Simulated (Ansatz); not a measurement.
# Tl in Ansatz: the effect of target pressure

Tl:

```xyz
1
Lattice="-1.9560 1.9560 1.9560 1.9560 -1.9560 1.9560 1.9560 1.9560 -1.9560" Properties=species:S:1:pos:R:3 pbc="T T T"
Tl    0.0000    0.0000    0.0000
```

This isn't the form of Tl at room conditions, which is hcp.

Alike in all runs:

* Program: Ansatz 0.2.0
* Task: relaxation of cell and atoms
* Functional: r2SCAN
* Potentials or basis: Ansatz PAW
* Cutoff: 500 eV (not typed: the program's choice for these potentials)
* k mesh: 10 × 10 × 10
* Occupations: fermi-dirac, width 0.05 eV
* Spin: no spin polarisation

Each run relaxes the cell or the atoms first.

Q: One run gave: relaxed volume 29.98 Å³/atom. Which target pressure did it use?
A. 20 GPa
B. 30 GPa
C. 0 GPa
D. 2 GPa
E. 10 GPa

A: C.

```csv
target pressure,relaxed volume (Å³/atom)
0 GPa,29.98
2 GPa,28.42
5 GPa,26.76
10 GPa,24.89
20 GPa,22.52
30 GPa,21.01
```

Caveats: the plane-wave basis is chosen anew once the cell has moved, so the energies of steps on either side of that aren't comparable; the PAW data sets come from PBE, with cores solved anew for the run's functional, which leaves a small shift of forces and pressure; the volume moved by over 15 % at a fixed basis, so the end points are rough (some runs).
